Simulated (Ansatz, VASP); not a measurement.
This is a calculation of Os (Osmium) for Ansatz 0.2.0. 

The input input.yaml:

```yaml
crystal:
  lattice:
    - [2.7341, 0.0, 0.0]
    - [-1.36705, 2.3678000565, 0.0]
    - [0.0, 0.0, 4.3197]
  atoms:
    - { symbol: Os, position: [0.6666666667, 0.3333333333, 0.75] }
    - { symbol: Os, position: [0.3333333333, 0.6666666667, 0.25] }
kpoints:
  mp_grid: { grid: [11, 11, 6] }
scf:
  occupations: { method: gaussian, width: 0.019 }
hamiltonian:
  xc: pbe
  pseudopotentials: { kind: all_electron, lapw: { basis_error: 0.001 } }
output:
  forces: true
  stress: true
  eigenvalues: true
```

Potentials or basis: all-electron LAPW, scalar-relativistic.

The run is started by

```bash
$ ansatz run input.yaml --threads 1 --pin off --max-ram 3072MiB --backend cpu --events-out ev --progress --plain --runs-dir out
```

Q: Set up the same calculation for VASP 6.6.1. Potentials or basis there: PBE PAW files Os, 520 eV.

A: As run (cutoffs and basis follow the program's own potentials, and thresholds, step limits or extra output files can differ):

INCAR

```
PREC = Accurate ; ENCUT = 520
EDIFF = 1E-7 ; ISMEAR = 0
SIGMA = 0.019000000000000003 ; LREAL = False
LASPH = True ; NELM = 60
ALGO = Normal ; ISIF = 2
LWAVE = False ; LCHARG = False
GGA = PE
```

The input KPOINTS:

```
Automatic mesh
0
Gamma
  11 11 6
```

Contents of POSCAR:

```
Os
1.0
    2.7341000000      0.0000000000      0.0000000000
   -1.3670500000      2.3678000565      0.0000000000
    0.0000000000      0.0000000000      4.3197000000
Os
2
Direct
    0.6666666667      0.3333333333      0.7500000000
    0.3333333333      0.6666666667      0.2500000000
```

Potentials or basis: VASP PAW PBE potentials, release 64 (Os).

Command:

```bash
$ cat potpaw_PBE.64/Os/POTCAR > POTCAR
$ mpirun -np 1 vasp_std > vasp.out
```

Both were run:

|  | Ansatz | VASP |
| --- | --- | --- |
| Pressure | 8.7 GPa | 8.8 GPa |

Where Ansatz's input types no cutoff or centring, it takes its own default and a Γ-centred mesh.

Pressure is positive in compression.
